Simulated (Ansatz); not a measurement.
# Relaxing Co in the diamond type

First guess:

```
CELL_PARAMETERS angstrom
0.00000 2.53321 2.53321
2.53321 0.00000 2.53321
2.53321 2.53321 0.00000
ATOMIC_POSITIONS crystal
Co 0.00000 0.00000 0.00000
Co 0.25000 0.25000 0.25000
```

All numbers below come from DFT, PBE, PAW with Ansatz's default frozen-core files, scalar-relativistic in Ansatz 0.2.0.

Cell and atoms relax within the symmetry of the start on a 12×12×12 k mesh with 0.05 eV Fermi–Dirac smearing, from parallel moments.

The start is built from a prototype, known or not as a phase of this compound; the cutoff is 420 eV.

The magnetic state is the one reached from parallel moments; other orders may lie lower.

Task: What is the pressure of the first guess?

Result: 0.77 GPa.

Task: What does it relax to?

Result: a = 5.079 Å, b = 5.079 Å, c = 5.079 Å, α = 90.00°, β = 90.00°, γ = 90.00° (conventional cell), 16.37 Å³ per atom:
```cif
data_structure
_symmetry_space_group_name_H-M 'Fd-3m:1'
_symmetry_Int_Tables_number 227
_cell_length_a 5.0786
_cell_length_b 5.0786
_cell_length_c 5.0786
_cell_angle_alpha 90.000
_cell_angle_beta 90.000
_cell_angle_gamma 90.000
_cell_volume 130.99
loop_
_atom_site_label
_atom_site_type_symbol
_atom_site_symmetry_multiplicity
_atom_site_Wyckoff_symbol
_atom_site_fract_x
_atom_site_fract_y
_atom_site_fract_z
_atom_site_occupancy
Co1 Co 8 b 0.00000 0.00000 0.50000 1
```

Task: How much energy does the relaxation release?

Result: 0 meV/atom.

Task: What moment does the relaxed primitive cell (2 atoms) carry?

Result: 3.45 μB.
